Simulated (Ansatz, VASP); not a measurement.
# InP: VASP beside Ansatz, part 2 of 2

Wanted: the spread between two codes on one cell, functional and k mesh. The cell is taken from a series of runs on this material, whose earlier steps may have relaxed, scaled, displaced or heated it; both programs get it as it stands.

VASP 6.6.1 and Ansatz 0.2.0.

So far: Starting point; VASP: zone-centre phonons, LDA.

## Step 3: Ansatz: zone-centre phonons, LDA

Level of this step: Ansatz beside VASP: Kohn-Sham DFT, plane waves, LDA (Ansatz).

Ansatz runs on its PAW soft_1 files.

The same cell, functional (in two slightly different forms) and mesh now go to Ansatz, which takes its cutoff from its data sets.

input.yaml

```yaml
crystal:
  lattice:
    - [0.0585954203, 2.9714348339, 2.8468188096]
    - [2.9714348339, 0.0585954203, 2.8468188096]
    - [3.0300302543, 3.0300302543, 1.0e-10]
  atoms:
    - { symbol: P, position: [0.7534303979, 0.7534303979, 0.7465696021] }
    - { symbol: In, position: [-0.0034303979, -0.0034303979, 0.0034303979] }
kpoints:
  mp_grid: { grid: [20, 20, 20] }
hamiltonian:
  xc: lda
  pseudopotentials: { kind: paw, azcp: { folder: soft_1 }, xc_functional: pbe }
scf:
  occupations: { method: fixed }
output:
  eigenvalues: true
phonons:
  method: dfpt
```

On the command line:

```console
$ ansatz run input.yaml --threads 4 --pin off --max-ram 10240MiB --backend cpu --events-out ev --progress --plain --runs-dir out
```

Numbers of over 12 decimals in the logs are rounded to 6 here.

Log:

```text
zone centre: on kpoints.mp_grid the ground state, and the responses unless they are solved on pairs of k-points, stand on 2112 of the mesh's 8000 k-points, reduced under 2 symmetry operations, with k and −k counted as one. Each operation leaves every solved displacement unchanged or reverses it
Engine: ansatz 0.2.0, aarch64-unknown-linux-gnu
Pseudopotentials: kind: paw
Pseudopotential: P, paw, valence charge 5, recommended cutoff 420 eV (normal), soft_1/P.paw.azcp
Pseudopotential: In, paw, valence charge 13, recommended cutoff 420 eV (normal), soft_1/In.paw.azcp
Functional definition: SPW92
  exchange = slater_x
  correlation = pw_c
Crystal: 2 atoms, lattice volume = 50.252 Å³
Basis set: ecut = 420 eV, 973 PW (Γ), exchange–correlation on 60×60×60 points (8 copies of the dense FFT grid, shifted against one another)
Bands: 13, of which v1, the nominal top of the filled ones, is band 9 counted from 1 (8 counted from 0)
Symmetry: 4 space group operations
k-points: 2112 of 8000 (irreducible under 2 space group operations, time reversal used)
Non-local potential: P, projectors of the file, l = 0: 2, l = 1: 2, l = 2: 1
Non-local potential: In, projectors of the file, l = 0: 2, l = 1: 2, l = 2: 2, l = 3: 1
PAW form: soft (Blöchl's): semilocal exchange-correlation on the pseudo side does not see the compensation charge
PAW frozen core: P, regenerated for the run's functional, and the local potential with it (the file was generated under x = pbe(κ = 0.804, μ = 0.219515), c = pbe(β = 0.066725))
PAW frozen core: In, regenerated for the run's functional, and the local potential with it (the file was generated under x = pbe(κ = 0.804, μ = 0.219515), c = pbe(β = 0.066725))
PAW one-centre angular grid: P, 110 points (default); XC on 64 Gauss nodes
PAW one-centre angular grid: In, 590 points (default); XC on 64 Gauss nodes
Initial density: superposition of atomic densities (chi_scale 0.1, normalization cell, long waves kept (reshape's long-wave potential 0.00 eV rms))
Initial wavefunctions: pseudopotential atomic-orbital guess
Functional: x = slater, c = lda
SCF iter   1: F=—  HF=-6183.835877 eV  |F-HF|=—  |Δ(HF+E_count)|=         —  Δρ=3.23e-2  dr2=7.77e-1  ethr=3.10e-3  ⟨swp⟩=5.0  Hψ=146413  notcnv=0  defer=4115
preconditioner: auto → none  [insulator: Δε(μ)=0.685 eV  Ē_g=14.375 eV  n_scr=14 (ndim 8)  ℏωp=22.2 eV  f_vac=0.000  ε∞_Penn≈3.4]
SCF iter   2: F=—  HF=-6183.606655 eV  |F-HF|=—  |Δ(HF+E_count)|=   2.29e-1  Δρ=1.51e-2  dr2=9.13e-2  ethr=3.10e-3  ⟨swp⟩=3.6  Hψ=64327  notcnv=0  defer=4139
SCF iter   3: F=—  HF=-6183.586203 eV  |F-HF|=—  |Δ(HF+E_count)|=   2.05e-2  Δρ=5.74e-3  dr2=1.22e-2  ethr=5.07e-4  ⟨swp⟩=2.5  Hψ=42676  notcnv=0  defer=4207
SCF iter   4: F=—  HF=-6183.583590 eV  |F-HF|=—  |Δ(HF+E_count)|=   2.61e-3  Δρ=7.07e-4  dr2=1.21e-4  ethr=6.78e-5  ⟨swp⟩=3.1  Hψ=50536  notcnv=0  defer=4222
SCF iter   5: F=—  HF=-6183.583561 eV  |F-HF|=—  |Δ(HF+E_count)|=   2.86e-5  Δρ=1.42e-4  dr2=5.85e-6  ethr=6.74e-7  ⟨swp⟩=2.0  Hψ=50144  notcnv=0  defer=4224
SCF iter   6: F=—  HF=-6183.583561 eV  |F-HF|=—  |Δ(HF+E_count)|=   8.50e-8  Δρ=2.11e-5  dr2=2.01e-7  ethr=3.25e-8  ⟨swp⟩=3.0  Hψ=49827  notcnv=0  defer=3912
SCF iter   7: F=—  HF=-6183.583561 eV  |F-HF|=—  |Δ(HF+E_count)|=   1.08e-7  Δρ=3.86e-6  dr2=7.41e-9  ethr=1.12e-9  ⟨swp⟩=2.3  Hψ=46368  notcnv=0  defer=3480
SCF iter   8: F=—  HF=-6183.583561 eV  |F-HF|=—  |Δ(HF+E_count)|=   1.59e-9  Δρ=7.99e-7  dr2=4.17e-10  ethr=4.12e-11  ⟨swp⟩=2.0  Hψ=46243  notcnv=0  defer=3480
SCF iter   9: F=-6183.583561 eV  HF=-6183.583561 eV  |F-HF|=2.73e-12  |Δ(HF+E_count)|=  1.32e-10  Δρ=1.26e-7  dr2=6.61e-12  ethr=1.00e-12  ⟨swp⟩=10.4  Hψ=194961  notcnv=0
SCF 1 converged in 9 iterations: F = -6183.583561 eV  dr2 = 6.61e-12
  greatest PAW one-centre occupation: 0.982 electrons in one spin orbital (limit 2), on the In atom at site 1 (counted from 0), in its partial waves of l = 2
DFPT response loops at Γ: preconditioner auto → none (the input reference at scf.mixing.eps_inf says where Resta's filter doesn't serve); β = 0.50; Broyden in place of MSR1
SCF converged after 9 iterations
Free energy (F): -6183.583561 eV
Harris-Foulkes:  -6183.583561 eV  (|F-HF|=2.73e-12)
Internal energy: -6183.583561 eV  (E = F + TS)
E sigma→0 (E₀):  -6183.583561 eV
Fermi energy:    6.898173 eV
--- Per-component energies (eV) ---
  E_band       = -56.069153
  E_kinetic    = 288.513182
  E_local      = -1334.133597  (includes V_loc(G=0)·N_el)
  E_nonlocal   = 363.904467
  E_hartree    = 532.416811
  E_xc         = -213.860036
  E_vxc        = -151.420202  (∫ρ·V_xc dr)
  E_paw        = -4599.160967  (= ΣΔE_a)
  E_vpaw       = -287.766654  (= ΣTr[D̂ρ^β])
  E_aug_tail   = 0.000079  (compensation charges beyond the density's cutoff)
  E_ewald      = -1221.665387
  E_core_change = 0.401886  (= ΣΔE_core)
  E_smearing   = -0.000000  (= −TS)
  E_closure    = 0.000000  (closes the sum)
  Σ components = -6183.583561   (vs F -6183.583561, Δ=0.00e0)
--- Band table (eV; the first three rows and the last of 2112) ---
  k-point 0: bands = [... 5 lower, -4.7674, 6.6178, 6.8488, 6.8982, 7.2561, 10.5972, 10.7518, 10.9955]
  k-point 1: bands = [... 5 lower, -4.7392, 6.1855, 6.8027, 6.8142, 7.6698, 10.6241, 10.7851, 11.0400]
  k-point 2: bands = [... 5 lower, -4.6553, 5.4586, 6.7119, 6.7182, 8.1372, 10.6813, 10.9407, 11.1592]
  k-point 2111: bands = [... 5 lower, -2.2440, 1.0936, 4.0846, 4.4824, 8.0858, 8.8234, 16.0484, 16.1406]
--- Phonons (Γ-DFPT): 4 representative perturbations + reference, on 2112 of 8000 k-points (Σ response iterations 12) ---
  k mesh reduced under 2 symmetry operations, with k and −k counted as one. Each operation leaves every solved displacement unchanged or reverses it
  ASR residual: 7.153e-5 → 0.000e0 eV/Å²; symmetrization residual: 5.449e-6 eV/Å²
  ASR residual per site (eV/Å²): 1.91e-5 7.15e-5
  Γ frequencies (cm⁻¹): 0.00 0.00 0.00 291.95 293.48 302.80
  non-analytic LO–TO correction: not included (Born effective charges unavailable; polar crystals: no LO–TO splitting at Γ)
```

In the SCF lines HF is the Harris–Foulkes energy and dr2 the Hartree energy of the density residual, in eV; the loop may stop once dr2 is under the threshold and the program's other checks hold. Hψ counts applications of the Hamiltonian.

## Step 4: Comparison

Known differences besides the potentials themselves: the two LDA forms differ slightly; fixed occupations in Ansatz, narrow Gaussian smearing in VASP; the cutoff is 420 eV in Ansatz and 500 eV in VASP; VASP's log shows a relativistic correction to its local exchange, Ansatz's none. Total energies have different zeros and are not compared.

The two programs side by side:

```csv
quantity,Ansatz,VASP,difference
optical mode 1 (cm⁻¹),291.9,291.5,+0.14 %
optical mode 2 (cm⁻¹),293.5,293.0,+0.17 %
optical mode 3 (cm⁻¹),302.8,302.1,+0.22 %
```

Modes are paired by rising frequency, not by their patterns, so a pair may set unlike modes beside each other; they are those without the splitting of longitudinal modes.

## Step 5: Outcome

| Item | Value |
| --- | --- |
| r.m.s. difference of the optical zone-centre modes, each program's sorted by frequency (zone-centre phonons, LDA) | 0.54 cm⁻¹ |

In words: The r.m.s. difference of the optical zone-centre modes, each program's sorted by frequency is 0.54 cm⁻¹ (zone-centre phonons, LDA). How closely two codes agree says nothing of how well the functional describes the real material.

[Lines on the potential files, build, host, timing and source positions are cut from VASP's logs without a mark.]

[Logs are printed without paths, hosts, clocks, repeated set-up lines and the standing remarks that a program may print on its own settings, such as how far it seeks lower states.]

[Hosts, paths, dates, database ids (printed as entryN), source tags and the programs' standing remarks are cut or masked in the printed files.]
